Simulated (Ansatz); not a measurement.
## RuO2 under a change: biaxial strain −4.28 %, plane normal [001], relaxed out of plane

Start from RuO2 in the rutile structure (space group P4_2/mnm, No. 136; a = 4.480 Å, c = 3.107 Å). Axes: x, y, z lie along a, b, c of the conventional cell.

Now apply this change: biaxial strain −4.28 %, plane normal [001], relaxed out of plane (Cartesian); in-plane vectors clamped, the third vector and the atoms free.

Calculations: plane-wave PAW DFT at the r2SCAN level (Ansatz, a first-principles code, 500 eV), no spin-orbit coupling. Γ-centred 11×11×15 mesh, Fermi–Dirac width 0.05 eV.

The volume per atom decreases by 0.58 Å³ to 9.81 Å³ and the space group stays P4_2/mnm (No. 136). The shortest interatomic distance shrinks by 0.0559 Å to 1.879 Å and the pressure (mean of the normal stresses, compression positive) goes from zero to 15.4 GPa. The band gap remains zero and the out-of-plane strain amounts to +3.04 % (rough). The mean in-plane stress (compression positive) comes out as +23.1 GPa (rough).

Cost of the whole job for the changed cell (relaxation, final SCF and bands): about 3 core-minutes (a rough figure).

Without a gap, meshes like the base's 11×11×15 leave anisotropic stresses uncertain by several tenths of a GPa, and small strain energies with them. No phonon test of stability was made. Seeded moments were not kept for the base. No Hubbard U is applied, and correlation can decide whether such a compound is a metal. The final runs are not spin-polarised.
